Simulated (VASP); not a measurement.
Here is a VASP 6.6.1 calculation.

The input INCAR:

```
SYSTEM = PtSe2
PREC = Accurate ; ENCUT = 520
EDIFF = 1E-6 ; ISMEAR = 0
SIGMA = 0.1 ; LREAL = .FALSE.
LASPH = .TRUE. ; NELM = 100
ALGO = Normal ; ISIF = 2
LWAVE = .FALSE. ; LCHARG = .FALSE.
GGA = PE ; NBANDS = 18
```

KPOINTS

```
regular mesh
0
G
  6 6 6
  0 0 0
```

The input POSCAR:

```
PtSe2
1.0
   -1.9109260396      1.9109260396      4.6877404410
    1.9109260396     -1.9109260396      4.6877404410
    1.9109260396      1.9109260396     -4.6877404410
Pt Se
1 2
Direct
    0.0000000000      0.0000000000      0.0000000000
    0.6650000000      0.6650000000      0.0000000000
    0.3350000000      0.3350000000      0.0000000000
```

Potentials or basis: VASP PAW PBE potentials, release 64 (Pt, Se).

Command:

```bash
$ cat potpaw_PBE.64/Pt/POTCAR potpaw_PBE.64/Se/POTCAR > POTCAR
$ mpirun -np 1 vasp_std > vasp.out
```

**Question.** Estimate the pressure.

**Answer.** -13.2 GPa.

**Question.** What does it give for the largest force?

**Answer.** 0.272 eV/Å.

**Question.** What does it give for the band gap on the k mesh?

**Answer.** None (metal or under the smearing width).

Stress tensor (GPa, compression positive):
```
-12.03   0.00   0.00
  0.00 -12.03   0.00
  0.00   0.00 -15.54
```

Caveat: the k mesh is coarse (spacing up to 0.39 Å⁻¹), so the values aren't converged. The run has no spin-orbit coupling, so splittings on Pt are missing.
